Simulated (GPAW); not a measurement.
Au:

```xyz
2
Lattice="1.4113 -2.5559 0.0000 1.4113 2.5559 0.0000 0.0000 0.0000 4.8932" Properties=species:S:1:pos:R:3 pbc="T T T"
Au    1.4113    0.8451    1.2233
Au    1.4113   -0.8451    3.6699
```

This isn't the form of Au at room conditions, which is fcc.

| Item | Value |
| --- | --- |
| Program | GPAW 26.7.0 |
| Task | relaxation of cell and atoms |
| Functional | PBEsol |
| Dispersion | D3 |
| Potentials or basis | PAW data sets generated in the run's folder for this functional |
| Cutoff | 600 eV |
| Basis | pw |
| k mesh | 8 × 8 × 4 |
| Occupations | fermi-dirac, width 0.05 eV |
| Spin | no spin polarisation |

At the start: pressure -6.7 GPa; volume 17.65 Å³/atom.

**Question.** How do energy, volume and symmetry change on relaxing?

**Answer.** Over 13 steps the energy falls by 26.1 meV/atom and the volume is 16.88 Å³/atom (-4.3 %); space group Cmcm (No. 63, to 0.05 Å).

Step by step:
```csv
step,energy change (eV),largest force (eV/Å),pressure (GPa),volume (Å³)
1,0.0000,0.0049,-6.73,35.30
2,-0.0205,0.0078,-4.46,34.75
3,-0.0361,0.0225,0.76,33.67
4,-0.0374,0.0231,0.36,33.74
5,-0.0440,0.0503,-1.18,34.01
6,-0.0462,0.0746,-0.92,33.95
7,-0.0474,0.0915,-0.09,33.79
8,-0.0477,0.0902,0.17,33.74
9,-0.0491,0.0749,0.92,33.60
10,-0.0505,0.0443,1.24,33.54
11,-0.0517,0.0067,0.85,33.61
12,-0.0521,0.0022,0.18,33.73
13,-0.0522,0.0006,0.00,33.77
```

Final structure:
```
CELL_PARAMETERS angstrom
1.38274 -2.60335 0.00000
1.38274 2.60335 0.00000
0.00000 0.00000 4.69027
ATOMIC_POSITIONS crystal
Au 0.34512 0.65488 0.25000
Au 0.65488 0.34512 0.75000
```

Caveat: with this Au data set, volumes or pressures lay over 1.5 % or 2 GPa off other programs in two to four cells of ten; later steps reuse the first step's grids; pairwise dispersion overbinds metals, which lowers pressure and volume.
